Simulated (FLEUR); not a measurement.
# Al2Au (Fm-3m) in FLEUR: notebook

Runs on Al2Au. Level: PBE. Tasks: band structure.

All numbers are computed with FLEUR MaX-R8.1 (later development tree); they aren't measurements. Logs are shortened: lines on timing, memory, paths and dates and some standing lists are left out, and cuts for length are marked.

### 1 Starting point

The structure is cubic, space group Fm-3m (No. 225). Conventional cell: a = 5.898 Å, b = 5.898 Å, c = 5.898 Å, α = 90.00°, β = 90.00°, γ = 90.00°. Around Au (site symmetry m-3m) lie 8 Al at 2.55 Å. Around Al (site symmetry -43m) lie 4 Au at 2.55 Å.

### 2 Band structure, PBE

File inp.xml:

```xml
<?xml version="1.0" encoding="UTF-8" standalone="no"?>
<fleurInput fleurInputVersion="0.39">
   <comment>
      Al2Au                                                                                               
   </comment>
   <calculationSetup>
      <cutoffs Kmax="5.0" Gmax="15.5" GmaxXC="15.5" numbands="0"/>
      <scfLoop itmax="60" minDistance="0.00001" maxIterBroyd="15" imix="Anderson" alpha="0.05" precondParam="0.0" spinf="2.0" sdNocoIR="T"/>
      <coreElectrons ctail="T" frcor="F" kcrel="0" coretail_lmax="0"/>
      <xcFunctional name="pbe" relativisticCorrections="F"/>
      <magnetism jspins="1"/>
      <soc l_soc="F" theta="0.0" phi="0.0" spav="F"/>
      <expertModes spex="0" secvar="F"/>
      <geometryOptimization l_f="F" forcealpha="1.0" forcemix="BFGS" epsdisp="0.00001" epsforce="0.00001"/>
      <ldaU l_linMix="F" mixParam="0.05" spinf="1.0"/>
   </calculationSetup>
   <cell>
      <bzIntegration valenceElectrons="41.0" mode="hist" fermiSmearingEnergy="0.00183747">
         <kPointListSelection listName="default-1"/>
         <!-- k-points included here -->
         <xi:include xmlns:xi="http://www.w3.org/2001/XInclude" href="kpts.xml"> </xi:include>
      </bzIntegration>
      <!-- symmetry operations included here -->
      <xi:include xmlns:xi="http://www.w3.org/2001/XInclude" href="sym.xml"> </xi:include>
      <bulkLattice scale="1.0">
[... 31 lines left out ...]
         </electronConfig>
         <energyParameters s="3" p="3" d="3" f="4"/>
         <lo type="SCLO" l="0" n="2" eDeriv="0"/>
         <lo type="SCLO" l="1" n="2" eDeriv="0"/>
         <lo type="SCLO" l="2" n="3" eDeriv="2"/>
         <lo type="SCLO" l="3" n="4" eDeriv="2"/>
      </species>
   </atomSpecies>
   <atomGroups>
      <atomGroup species="Gold (Au)">
         <relPos label="                   1">.0000000000 .0000000000 .0000000000</relPos>
         <force calculate="T" relaxXYZ="TTT"/>
      </atomGroup>
      <atomGroup species="Aluminum (Al)">
         <relPos label="                   2">-1.000/4.000 -1.000/4.000 -1.000/4.000</relPos>
         <relPos label="                   3">1.000/4.000 1.000/4.000 1.000/4.000</relPos>
         <force calculate="T" relaxXYZ="TTT"/>
      </atomGroup>
   </atomGroups>
   <output dos="F" band="F" slice="F">
      <checks vchk="F" cdinf="F"/>
      <bandDOS minEnergy="-.5*Htr" maxEnergy="0.5*Htr" sigma="0.015" storeEVData="T"/>
      <vacuumDOS vacdos="F" integ="F" star="F" nstars="0" locx1="0.0" locy1="0.0" locx2="0.0" locy2="0.0" nstm="0" tworkf="0.0"/>
      <unfoldingBand unfoldBand="F" supercellX="1" supercellY="1" supercellZ="1"/>
      <plotting iplot="0" polar="F">
         <plot TwoD="T" vec1="  1.0  0.0  0.0" vec2="  0.0  1.0  0.0" vec3="  0.0  0.0  1.0" zero="  0.0  0.0  0.0" file="plot"/>
      </plotting>
      <chargeDensitySlicing numkpt="0" minEigenval="0.0" maxEigenval="0.0" nnne="0" pallst="F"/>
      <specialOutput eonly="F"/>
      <moessbauerParams electricFieldGradient="T" isomerShift="T" coreHyperfine="T" valenceHyperfine="T"/>
      <magneticCircularDichroism mcd="F" energyLo="-10.0" energyUp="0.0"/>
   </output>
  <!-- We include the file relax.xml here to enable relaxations (see documentation) -->
  <xi:include xmlns:xi="http://www.w3.org/2001/XInclude" href="relax.xml"> <xi:fallback/> </xi:include>
</fleurInput>
```

File crystal.txt:

```
Al2Au
&input cartesian=F /
0.0000000000  2.9491427175  2.9491427175
2.9491427175  0.0000000000  2.9491427175
2.9491427175  2.9491427175  0.0000000000
1.8897261246
1.0 1.0 1.0

3
79 0.0000000000  0.0000000000  0.0000000000
13 0.7500000000  0.7500000000  0.7500000000
13 0.2500000000  0.2500000000  0.2500000000

&kpt div1=8 div2=8 div3=8 gamma=T /
```

File inp.xml (bands):

```
<?xml version="1.0" encoding="UTF-8" standalone="no"?>
<fleurInput fleurInputVersion="0.39">
   <comment>
      Al2Au                                                                                               
   </comment>
   <calculationSetup>
      <cutoffs Kmax="5.0" Gmax="15.5" GmaxXC="15.5" numbands="0"/>
      <scfLoop itmax="60" minDistance="0.00001" maxIterBroyd="15" imix="Anderson" alpha="0.05" precondParam="0.0" spinf="2.0" sdNocoIR="T"/>
      <coreElectrons ctail="T" frcor="F" kcrel="0" coretail_lmax="0"/>
      <xcFunctional name="pbe" relativisticCorrections="F"/>
      <magnetism jspins="1"/>
      <soc l_soc="F" theta="0.0" phi="0.0" spav="F"/>
      <expertModes spex="0" secvar="F"/>
      <geometryOptimization l_f="F" forcealpha="1.0" forcemix="BFGS" epsdisp="0.00001" epsforce="0.00001"/>
      <ldaU l_linMix="F" mixParam="0.05" spinf="1.0"/>
   </calculationSetup>
   <cell>
      <bzIntegration valenceElectrons="41.0" mode="hist" fermiSmearingEnergy="0.00183747">
         <kPointListSelection listName="path-1"/>
         <!-- k-points included here -->
         <xi:include xmlns:xi="http://www.w3.org/2001/XInclude" href="kpts.xml"> </xi:include>
      </bzIntegration>
      <!-- symmetry operations included here -->
      <xi:include xmlns:xi="http://www.w3.org/2001/XInclude" href="sym.xml"> </xi:include>
      <bulkLattice scale="1.0">
         <bravaisMatrix>
[... 30 lines left out ...]
         </electronConfig>
         <energyParameters s="3" p="3" d="3" f="4"/>
         <lo type="SCLO" l="0" n="2" eDeriv="0"/>
         <lo type="SCLO" l="1" n="2" eDeriv="0"/>
         <lo type="SCLO" l="2" n="3" eDeriv="2"/>
         <lo type="SCLO" l="3" n="4" eDeriv="2"/>
      </species>
   </atomSpecies>
   <atomGroups>
      <atomGroup species="Gold (Au)">
         <relPos label="                   1">.0000000000 .0000000000 .0000000000</relPos>
         <force calculate="T" relaxXYZ="TTT"/>
      </atomGroup>
      <atomGroup species="Aluminum (Al)">
         <relPos label="                   2">-1.000/4.000 -1.000/4.000 -1.000/4.000</relPos>
         <relPos label="                   3">1.000/4.000 1.000/4.000 1.000/4.000</relPos>
         <force calculate="T" relaxXYZ="TTT"/>
      </atomGroup>
   </atomGroups>
   <output dos="F" band="T" slice="F">
      <checks vchk="F" cdinf="F"/>
      <bandDOS minEnergy="-.5*Htr" maxEnergy="0.5*Htr" sigma="0.015" storeEVData="T"/>
      <vacuumDOS vacdos="F" integ="F" star="F" nstars="0" locx1="0.0" locy1="0.0" locx2="0.0" locy2="0.0" nstm="0" tworkf="0.0"/>
      <unfoldingBand unfoldBand="F" supercellX="1" supercellY="1" supercellZ="1"/>
      <plotting iplot="0" polar="F">
         <plot TwoD="T" vec1="  1.0  0.0  0.0" vec2="  0.0  1.0  0.0" vec3="  0.0  0.0  1.0" zero="  0.0  0.0  0.0" file="plot"/>
      </plotting>
      <chargeDensitySlicing numkpt="0" minEigenval="0.0" maxEigenval="0.0" nnne="0" pallst="F"/>
      <specialOutput eonly="F"/>
      <moessbauerParams electricFieldGradient="T" isomerShift="T" coreHyperfine="T" valenceHyperfine="T"/>
      <magneticCircularDichroism mcd="F" energyLo="-10.0" energyUp="0.0"/>
   </output>
  <!-- We include the file relax.xml here to enable relaxations (see documentation) -->
  <xi:include xmlns:xi="http://www.w3.org/2001/XInclude" href="relax.xml"> <xi:fallback/> </xi:include>
</fleurInput>
```

Potentials or basis: all-electron, FLAPW.

On the command line:

```
$ inpgen -f crystal.txt -profile fastHighL
$ # inp.xml edited to the form shown
$ fleur_MPI
$ fleur_MPI   # second run, on inp.xml (bands)
```

Output:

```text
Welcome to FLEUR        (www.flapw.de)
      MaX-Release 8.1          (www.max-centre.eu)

 ========== k-point set info ==========
 Selected k-point list: default-1
 k-point list type: mesh
 8 x 8 x 8
 Number of k points: 29

 ------------Calculation Setup---------------------------
 Number of MPI-tasks      :            1
 Number of PE/node        :            1
 Number of OMP-threads    :            1
 Most efficient MPI parallelization for:
           1          29
 Additional eigenvalue parallelization possible
 Number of basis functions:          850
 Approximate size of matrices (H+S) per k-point:         0.011 GB
 --------------------------------------------------------
 Iteration:     1   Distance:      17.09437951 me/bohr^3
 Iteration:     2   Distance:      14.31451403 me/bohr^3
 Iteration:     3   Distance:       5.75172204 me/bohr^3
 Iteration:     4   Distance:       4.79808027 me/bohr^3
 Iteration:     5   Distance:       1.83924833 me/bohr^3
 Iteration:     6   Distance:       0.61573215 me/bohr^3
 Iteration:     7   Distance:       0.20055908 me/bohr^3
 Iteration:     8   Distance:       0.05380713 me/bohr^3
 Iteration:     9   Distance:       0.07815415 me/bohr^3
 Iteration:    10   Distance:       0.01401147 me/bohr^3
 Iteration:    11   Distance:       0.00451613 me/bohr^3
 Iteration:    12   Distance:       0.00166772 me/bohr^3
 Iteration:    13   Distance:       0.00023817 me/bohr^3
 Iteration:    14   Distance:       0.00028383 me/bohr^3
 Iteration:    15   Distance:       0.00001162 me/bohr^3
 Iteration:    16   Distance:       0.00001044 me/bohr^3
 Iteration:    17   Distance:       0.00000589 me/bohr^3

 ********************************************************************
 Run finished successfully
 Stop message:
   all done
 ********************************************************************
```

It took 2.3 min on 1 thread of Arm Neoverse V1, shared host; peak memory 0.09 GiB.

Results:

```
Free energy                                           : -531536.8083 eV
Band gap along the path                               : none (metal or under the smearing width)
Valence electrons inside the program's atomic spheres : Au 16.60; Al 8.83 (radii Au 2.22, Al 1.96 bohr)
```

Levels at the corners of the path, in eV from the Fermi level:
```
point  band 19  band 20  band 21  band 22  band 23  band 24
    Γ     2.59     2.95     2.95     2.95     4.12     4.12
    X    -5.22    -2.27    -2.27     1.55     2.10     7.63
    W    -4.17    -4.17    -2.30     4.31     4.31     5.35
    K    -4.77    -3.52    -1.48     2.00     4.49     6.12
    Γ     2.59     2.95     2.95     2.95     4.12     4.12
    L    -5.67     0.30     0.30     3.36     3.96     3.96
    U    -4.77    -3.52    -1.48     2.00     4.49     6.12
    W    -4.17    -4.17    -2.30     4.31     4.31     5.35
    L    -5.67     0.30     0.30     3.36     3.96     3.96
    K    -4.77    -3.52    -1.48     2.00     4.49     6.12
    U    -4.77    -3.52    -1.48     2.00     4.49     6.12
    X    -5.22    -2.27    -2.27     1.55     2.10     7.63
```

Core levels (eV from the Fermi level):
| atom | levels |
| --- | --- |
| 1 Au | 1s1/2 -80656.8, 2s1/2 -14219.1, 2p1/2 -13633.0, 2p3/2 -11797.1, 3s1/2 -3355.4, 3p1/2 -3092.4, 3p3/2 -2687.3, 4s1/2 -728.0, 3d3/2 -2251.6, 3d5/2 -2164.6, 4p1/2 -615.9, 4p3/2 -518.7, 4d3/2 -335.6, 4d5/2 -317.5, 4f5/2 -82.6, 4f7/2 -78.8 |
| 2 Al | 1s1/2 -1506.3 |
| 3 Al | 1s1/2 -1506.3 |

Caveat: spin-orbit coupling is left out, which moves the levels of the heavy elements.

### 3 Band structure, PBE

This run uses another cell than the first one, of 16.20 Å³/atom, 0.947 times its volume.

Changes to inp.xml since step 2:

```diff
@@ -26,5 +26,5 @@
          <bravaisMatrix>
-            <row-1>    0.0000000000000000     5.5730720384335877     5.5730720384335877</row-1>
-            <row-2>    5.5730720384335877     0.0000000000000000     5.5730720384335877</row-2>
-            <row-3>    5.5730720384335877     5.5730720384335877     0.0000000000000000</row-3>
+            <row-1>    0.0000000000000000     5.4735315393077899     5.4735315393077899</row-1>
+            <row-2>    5.4735315393077899     0.0000000000000000     5.4735315393077899</row-2>
+            <row-3>    5.4735315393077899     5.4735315393077899     0.0000000000000000</row-3>
          </bravaisMatrix>
@@ -34,3 +34,3 @@
       <species name="Gold (Au)" element="Au" atomicNumber="79">
-         <mtSphere radius="2.22" gridPoints="783" logIncrement="0.017"/>
+         <mtSphere radius="2.22" gridPoints="771" logIncrement="0.017"/>
          <atomicCutoffs lmax="9" lnonsphr="9"/>
@@ -49,3 +49,3 @@
       <species name="Aluminum (Al)" element="Al" atomicNumber="13">
-         <mtSphere radius="1.96" gridPoints="695" logIncrement="0.016"/>
+         <mtSphere radius="1.96" gridPoints="681" logIncrement="0.017"/>
          <atomicCutoffs lmax="8" lnonsphr="8"/>
```

File crystal.txt:

```
Al2Au
&input cartesian=F /
0.0000000000  2.8964681538  2.8964681538
2.8964681538  0.0000000000  2.8964681538
2.8964681538  2.8964681538  0.0000000000
1.8897261246
1.0 1.0 1.0

3
79 0.0000000000  0.0000000000  0.0000000000
13 0.7500000000  0.7500000000  0.7500000000
13 0.2500000000  0.2500000000  0.2500000000

&kpt div1=8 div2=8 div3=8 gamma=T /
```

Changes to inp.xml (bands) since step 2:

```diff
@@ -26,5 +26,5 @@
          <bravaisMatrix>
-            <row-1>    0.0000000000000000     5.5730720384335877     5.5730720384335877</row-1>
-            <row-2>    5.5730720384335877     0.0000000000000000     5.5730720384335877</row-2>
-            <row-3>    5.5730720384335877     5.5730720384335877     0.0000000000000000</row-3>
+            <row-1>    0.0000000000000000     5.4735315393077899     5.4735315393077899</row-1>
+            <row-2>    5.4735315393077899     0.0000000000000000     5.4735315393077899</row-2>
+            <row-3>    5.4735315393077899     5.4735315393077899     0.0000000000000000</row-3>
          </bravaisMatrix>
@@ -34,3 +34,3 @@
       <species name="Gold (Au)" element="Au" atomicNumber="79">
-         <mtSphere radius="2.22" gridPoints="783" logIncrement="0.017"/>
+         <mtSphere radius="2.22" gridPoints="771" logIncrement="0.017"/>
          <atomicCutoffs lmax="9" lnonsphr="9"/>
@@ -49,3 +49,3 @@
       <species name="Aluminum (Al)" element="Al" atomicNumber="13">
-         <mtSphere radius="1.96" gridPoints="695" logIncrement="0.016"/>
+         <mtSphere radius="1.96" gridPoints="681" logIncrement="0.017"/>
          <atomicCutoffs lmax="8" lnonsphr="8"/>
```

Potentials or basis: all-electron, FLAPW.

On the command line:

```
$ inpgen -f crystal.txt -profile fastHighL
$ # inp.xml edited to the form shown
$ fleur_MPI
$ fleur_MPI   # second run, on inp.xml (bands)
```

Wall time 2 min (1 thread of Arm Neoverse V1, shared host); peak memory 0.09 GiB.

It converged, with:

```
Free energy                                           : -531536.5618 eV
Band gap along the path                               : none (metal or under the smearing width)
Valence electrons inside the program's atomic spheres : Au 16.65; Al 8.87 (radii Au 2.22, Al 1.96 bohr)
```

Levels at the corners of the path, in eV from the Fermi level:
| point | band 17 | band 18 | band 19 | band 20 | band 21 | band 22 | band 23 | band 24 | band 25 | band 26 |
| --- | --- | --- | --- | --- | --- | --- | --- | --- | --- | --- |
| Γ | -6.20 | -6.20 | 2.93 | 2.93 | 2.93 | 2.96 | 4.35 | 4.35 | 4.35 | 6.00 |
| X | -6.33 | -5.82 | -5.44 | -2.44 | -2.44 | 1.85 | 2.10 | 7.61 | 10.67 | 10.67 |
| W | -6.33 | -5.65 | -4.32 | -4.32 | -2.42 | 4.49 | 4.49 | 5.38 | 5.50 | 9.98 |
| K | -6.09 | -6.08 | -4.95 | -3.67 | -1.60 | 2.14 | 4.60 | 6.21 | 8.45 | 8.62 |
| Γ | -6.20 | -6.20 | 2.93 | 2.93 | 2.93 | 2.96 | 4.35 | 4.35 | 4.35 | 6.00 |
| L | -6.05 | -6.05 | -5.93 | 0.24 | 0.24 | 3.41 | 4.10 | 4.10 | 4.43 | 9.15 |
| U | -6.09 | -6.08 | -4.95 | -3.67 | -1.60 | 2.14 | 4.60 | 6.21 | 8.45 | 8.62 |
| W | -6.33 | -5.65 | -4.32 | -4.32 | -2.42 | 4.49 | 4.49 | 5.38 | 5.50 | 9.98 |
| L | -6.05 | -6.05 | -5.93 | 0.24 | 0.24 | 3.41 | 4.10 | 4.10 | 4.43 | 9.15 |
| K | -6.09 | -6.08 | -4.95 | -3.67 | -1.60 | 2.14 | 4.60 | 6.21 | 8.45 | 8.62 |
| U | -6.09 | -6.08 | -4.95 | -3.67 | -1.60 | 2.14 | 4.60 | 6.21 | 8.45 | 8.62 |
| X | -6.33 | -5.82 | -5.44 | -2.44 | -2.44 | 1.85 | 2.10 | 7.61 | 10.67 | 10.67 |

Core levels (eV from the Fermi level):
| atom | levels |
| --- | --- |
| 1 Au | 1s1/2 -80657.0, 2s1/2 -14219.3, 2p1/2 -13633.2, 2p3/2 -11797.3, 3s1/2 -3355.6, 3p1/2 -3092.6, 3p3/2 -2687.5, 4s1/2 -728.2, 3d3/2 -2251.8, 3d5/2 -2164.8, 4p1/2 -616.1, 4p3/2 -518.9, 4d3/2 -335.8, 4d5/2 -317.7, 4f5/2 -82.9, 4f7/2 -79.0 |
| 2 Al | 1s1/2 -1506.1 |
| 3 Al | 1s1/2 -1506.1 |

Caveat: spin-orbit coupling is left out, which moves the levels of the heavy elements.
